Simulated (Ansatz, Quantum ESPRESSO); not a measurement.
# ZnS (001), wurtzite: biaxial strain and the free axis

A thin film takes the in-plane lattice of its substrate and is free along the normal. How do the free axis and the stress follow the misfit? The strained cell has c along the film normal; unstrained it is a = 3.7822 Å, b = 3.7822 Å, c = 6.2077 Å, α = 90.00°, β = 90.00°, γ = 120.00°, with 4 atoms.

Calculated with Ansatz 0.2.0, PBEsol, PAW files of the set soft_1, cutoff 600 eV, Fermi–Dirac smearing 0.02 eV, k-mesh 8×8×5, no spin polarisation, no spin-orbit coupling.

Relaxed positions at 0 %:

```csv
atom,x,y,z
Zn,0.3333,0.6667,0.0000
Zn,0.6667,0.3333,0.5000
S,0.6667,0.3333,0.1259
S,0.3333,0.6667,0.6259
```

```
ε∥ (%)   a (Å)   c (Å)  ε⊥ (%)  σ (GPa, tension positive)
    −3  3.6687  6.3258   1.902                      −5.12
    −2  3.7066  6.2856   1.254                      −3.33
     0  3.7822  6.2077   0.000                       0.00
     1  3.8200  6.1713  −0.586                       1.55
     2  3.8579  6.1329  −1.205                       2.96
     3  3.8957  6.0970  −1.784                       4.30
```

**Question.** Fit both responses and give the free strain and the stress at −1 %, a row left out above.

Least squares with y = y0 + y1 ε + y2 ε² (ε in %) gives ε⊥ = 0.007 + (−0.6139) ε + (0.0056) ε² and σ = 0.01 + (1.571) ε + (−0.047) ε² GPa. The linear terms put the ratio of free to applied strain at −0.614 and the biaxial modulus at 157 GPa.

At −1 % the free strain comes out as 0.627 %. The run itself gives 0.621 %, so the estimate misses by 0.006 %; the fitted rows themselves lie up to 0.015 % off the law.

The stress comes out as −1.61 GPa. The run itself gives −1.62 GPa, so the estimate misses by 0.01 GPa, a rounding's worth.

With c as the unique axis, zero normal stress gives ε⊥/ε∥ = −2C13/C33 for relaxed atoms, so 2C13/C33 is about 0.61.

The negative ε² term means that the crystal stiffens in compression and softens in tension.

The same fit over all rows at other levels or in other programs gives the strain ratio = −0.625 with PBEsol (Quantum ESPRESSO, GBRV).

[Logs are printed without paths, hosts, clocks, repeated set-up lines and the standing remarks that a program may print on its own settings, such as how far it seeks lower states.]
